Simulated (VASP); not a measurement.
Set up this calculation in VASP 6.6.1, as the native input.

```yaml
Task: single point
Functional: PBEsol
Potentials_or_basis: VASP PAW PBE potentials, release 64 (In_d, As)
Cutoff: 520 eV
k_mesh: 8 × 8 × 8
Occupations: fermi-dirac, width 0.05 eV
Spin: no spin polarisation
Ladder: free
Further_INCAR_settings: ALGO = Normal; EDIFF = 1e-07; NBANDS = 16
```

The structure of InAs lies in POSCAR:

```
InAs
1.0
    0.0000000000      3.0180000000      3.0180000000
    3.0180000000      0.0000000000      3.0180000000
    3.0180000000      3.0180000000      0.0000000000
In As
1 1
Direct
    0.0000000000      0.0000000000      0.0000000000
    0.7500000000      0.7500000000      0.7500000000
```

The input as run:

INCAR

```
PREC     = Accurate       # precision mode
ENCUT    = 520            # plane-wave cutoff, eV
EDIFF    = 1E-7           # SCF threshold, eV
ISMEAR   = -1             # smearing method
SIGMA    = 0.05           # smearing width, eV
LREAL    = F              # projectors in reciprocal space
LASPH    = T              # aspherical terms in the spheres
NELM     = 60             # most SCF steps
ALGO     = Normal         # electronic algorithm
ISIF     = 2              # what is computed and relaxed
LWAVE    = F              # write WAVECAR
LCHARG   = T              # write CHGCAR
GGA      = PS             # functional
LELF     = T              # ELF
LVHAR    = T            
NBANDS   = 16             # bands
```

KPOINTS

```
regular mesh
0
Gamma
  8 8 8
```

Potentials or basis: VASP PAW PBE potentials, release 64 (In_d, As).

The run is started by

```sh
$ cat potpaw_PBE.64/In_d/POTCAR potpaw_PBE.64/As/POTCAR > POTCAR
$ mpirun -np 1 vasp_std > vasp.out
```

It gave:

```
Pressure               : 1.6 GPa
Band gap on the k mesh : none (metal or under the smearing width)
```

Caveat: the PAW data sets were made with another functional, which shifts forces and pressure a little; this crystal is a semiconductor, whose small gap the functional closes, so the metal is an error of the method.

It took 24 s on 1 thread of Intel(R) Xeon(R) Platinum 8175M CPU @ 2.50GHz (Skylake/Cascade Lake) (shared host), peak memory 0.18 GiB.
